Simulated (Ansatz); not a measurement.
Hf2S: work and stress of cleavage

Theory: DFT PBEsol, scalar-relativistic, plane waves, PAW in Ansatz. Cutoff 420 eV, Γ-centred 16×16×4 k-points, Gaussian smearing of 0.15 eV. Spin–orbit coupling is left out, which can shift energies with elements as heavy as these. No spin polarisation. Energies are free energies at this smearing, counted from the undisturbed cell; pressure is positive in compression.

Zero of the scan (relaxed at this level; it needn't be the usual structure):

```
CELL_PARAMETERS angstrom
-3.34653 0.00000 0.00000
-1.67327 -2.89818 0.00000
0.00000 0.00000 11.66424
ATOMIC_POSITIONS crystal
Hf 0.66667 0.66667 0.39862
Hf 0.33333 0.33333 0.89862
Hf 0.66667 0.66667 0.10138
Hf 0.33333 0.33333 0.60138
S 0.00000 0.00000 0.25000
S 0.00000 0.00000 0.75000
```

The cut lies on the cell's a–b face, a (0 0 1) plane (indices in the standard cell, whose axes needn't be the Cartesian ones shown) of area 9.70 Å², between layers 2.37 Å apart. Vector c is lengthened by d along the normal with the atoms' Cartesian places fixed: one unrelaxed cut a cell. The traction is positive where the two halves pull on each other.

| d (Å) | energy (J/m²) | traction (GPa) |
| --- | --- | --- |
| -0.30 | 0.62 | -46.6 |
| -0.15 | 0.14 | -19.3 |
| 0.00 | 0.00 | 0.1 |
| 0.25 | 0.26 | 18.2 |
| 0.50 | 0.81 | 24.6 |
| 0.75 | 1.44 | 25.4 |
| 1.00 | 2.06 | 24.0 |
| 1.50 | 3.13 | 18.4 |
| 2.00 | 3.90 | 12.3 |
| 3.00 | 4.65 | 4.0 |
| 4.50 | 4.90 | 0.4 |
| 6.00 | 4.92 | 0.0 |

Question: What are the work of separation and the cleavage stress, and do they fit the universal binding curve?

Answer: The energy levels off near W ≈ 4.92 J/m² (the traction is down to 0.0 GPa), the energy of the two unrelaxed faces, 2.46 J/m² each on average. The largest sampled traction is 25.4 GPa at d = 0.75 Å, and a parabola through it and its two neighbours peaks at σ_max ≈ 25.4 GPa, d ≈ 0.71 Å. The curve E = W[1 − (1 + d/ℓ)exp(−d/ℓ)] peaks in traction at d = ℓ with σ_max = W/(eℓ); with 1 J/m² per Å = 10 GPa this W and σ_max give ℓ = 0.71 Å. A parabola through that curve at the same three d peaks at 0.74 Å, against 0.71 Å here, a fair fit. Real crystals break at far lower stress, because cracks concentrate it, and on the plane of lowest W, which needn't be this one.

The cut is rigid; relaxing the faces lowers these energies and usually the stresses.

In a metal these slopes depend on the k mesh and the smearing.

Cost: 12 runs of about 5.7 core-minutes in all, on Intel Xeon 6975P-C (Granite Rapids) (shared hosts).